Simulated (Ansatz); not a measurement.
# Convergence of F with the plane-wave cutoff

Computed with DFT PBE, scalar-relativistic, plane waves, PAW in Ansatz.

```
F
1.0
     2.73710   -1.62637    0.00019
     2.74588    1.64107   -0.00312
    -1.53376   -0.01127    7.09041
F
4
Cartesian
  4.0355 -0.5495 0.7210
  0.6338 -0.6525 2.7387
  -0.2133 0.6517 6.5012
  3.3961 0.5461 4.2294
```

```json
{
  "Γ-centred k-mesh": "8×8×4",
  "occupation rule": "Gaussian smearing, 0.02 eV",
  "spin treatment": "unpolarised",
  "valence charge of the PAW sets": "F 7"
}
```

The atoms are held and the plane-wave cutoff is swept. Energies are extrapolated to zero smearing and count from the reference run, 600 eV. The cell was strained and its atoms displaced at random, so that forces don't vanish. Pressure is positive in compression and holds a correction for the finite cutoff (Pulay stress).

**Question.** Tried: 200, 250, 300, 350, 420, 600 eV. From which plane-wave cutoff on does the energy per atom stay within 100, 10 and 1 meV of the reference?

**Answer.** 420 for 100 meV, 420 for 10 meV, none but the reference for 1 meV. The reference itself isn't shown to be converged. At 420 eV, where the energy is within 10 meV, force components still miss by up to 0.013 eV/Å, where the largest force is 3.039 eV/Å.

```tsv
cutoff (eV)	ΔE (meV/atom)	P (GPa)	largest change of a force component (eV/Å)	gap on mesh (eV)	plane waves at Γ
200	11260	5.11	5.536	0.988	417
250	3005	1.83	1.816	1.303	563
300	683	-1.38	0.358	1.549	755
350	131	-1.63	0.063	1.543	927
420	9.66	-1.34	0.013	1.554	1269
600	0.00	-1.35	0.000	1.561	2137
```